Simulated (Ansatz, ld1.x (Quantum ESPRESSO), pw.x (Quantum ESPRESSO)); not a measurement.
# Mo (Z = 42): one change to the TM potential, in the atom and in the diamond crystal

- Element: molybdenum (Mo)
- Generator: ld1.x (Quantum ESPRESSO) 7.5
- Type: norm-conserving Troullier–Martins (Kleinman–Bylander form)
- Functional: PBE
- Relativity: scalar-relativistic
- Frozen core: [Kr]
- Valence charge: 6
- Reference configuration: 4d5 5s1 5p0
- Partial waves: 5p (bound, empty): rc 3.60 bohr; 4d (bound): rc 1.85 bohr; 5s (bound): rc 2.55 bohr
- Local potential: the s channel
- Core correction: a·sin(br)/r model core, default radius (core density twice the valence density)

Change: core correction none.

Cutoffs, loose and tight: the cutoffs (Ry, on a coarse ladder) from which the occupation-weighted sum of valence levels, in a spherical-Bessel basis at the reference potential, stays within 10 and 1 mRy of its value at 400 Ry. They do not see the model core or the augmentation charge, which bear on the density cutoff. Test errors are all-electron minus pseudo excitation energies from the reference, over the configurations 4d5 5s0 5p0; 4d4 5s0 5p0; 4d3 5s0 5p0; 4d4 5s1 5p0; 4d5 5s0.5 5p0; 4d2 5s0 5p0; 4d4 5s1 5p1; variants that change the core or the reference have their own tests.

Crystal test: diamond Mo in pw.x 7.5, no spin, 8³ k-points, Fermi–Dirac smearing 0.01 Ry, cutoffs set for each file from its atomic test. The reference is all-electron LAPW (Ansatz 0.2.0) with the same functional, mesh and smearing; V0 and B0 come from Birch–Murnaghan fits to the pressures at five volumes. Errors are pseudo minus all-electron; Δ is the rms difference of the E(V) curves that follow from these fits, minima aligned, over ±6 % about the mean V0. Mesh and smearing are coarse, so the numbers serve the comparison and aren't converged zero-temperature values; the lattice is a test structure that the element need not adopt.

All-electron: a0 = 5.694 Å (V0 = 23.08 Å³/atom), B0 = 104.7 GPa.

Q: Does the change bring the crystal closer to the all-electron result?

A: The mean pressure error goes from +5.36 to +6.09 GPa, so the change moves the solid further from the all-electron pressures.

```tsv
quantity	base	changed
outcome (atom)	generated	generated
cutoff, loose (atom)	40 Ry	40 Ry
cutoff, tight (atom)	50 Ry	50 Ry
bound ghosts (atom)	none	none
largest test error (meV) (atom)	-1784	-509
cutoffs in pw.x (Ry)	60/240	60/240
a0 (Å)	5.786	–
a0 error (%)	+1.61	–
B0 error (%)	-3.3	–
Δ (meV/atom)	25.5	–
mean pressure error (GPa)	+5.36	+6.09
```

A dash: not determined, or the minimum lies outside the volumes sampled.

Base: The largest radius (3.60 bohr) exceeds half the bond length (2.33 bohr), so the spheres overlap, which is one possible source of error among others. This is a poor potential for the solid. Changed file: The largest radius (3.60 bohr) exceeds half the bond length (2.33 bohr), so the spheres overlap, which is one possible source of error among others. This is a poor potential for the solid. The atomic cutoffs weigh occupied waves only.
